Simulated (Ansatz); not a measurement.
Crystal: Yb.

```
Yb
1.0
    -2.15148    2.15148    2.15148
     2.15148   -2.15148    2.15148
     2.15148    2.15148   -2.15148
Yb
1
Direct
  0.00000 0.00000 0.00000
```

This isn't the form of Yb at room conditions, which is fcc.

Base run:

| Property | Result |
| --- | --- |
| Program | Ansatz 0.2.0 |
| Functional | PBEsol |
| Potentials or basis | all-electron LAPW, scalar-relativistic |
| Cutoff | 184 eV |
| Density cutoff | 738 eV |
| Basis error allowed | 0.001 eV/atom |
| k mesh | 9 × 9 × 9 |
| Occupations | fermi-dirac, width 0.05 eV |
| Spin | collinear spin, ferromagnetic start |
| Starting moments | [1.0] μB |
| Hubbard terms | Yb f U = 4 eV |

Its results: band gap on the k mesh none (metal or under the smearing width); pressure -1.8 GPa; net moment 0.00 μB per cell.

**Question.** The run is repeated on the same cell with these changes: hubbard terms from Yb f U = 4 eV to none. What comes out?

**Answer.** Band gap on the k mesh none (metal or under the smearing width); pressure -3.4 GPa; net moment 0.00 μB per cell.

Caveats: an open f shell can end in a state above the lowest; spin-orbit coupling is left out, which moves the levels of the heavy elements; the magnetic state may not be the lowest (some runs); U is the effective U less J, on atomic orbitals that reach past the spheres (some runs).

Not every run made on this cell is shown here.
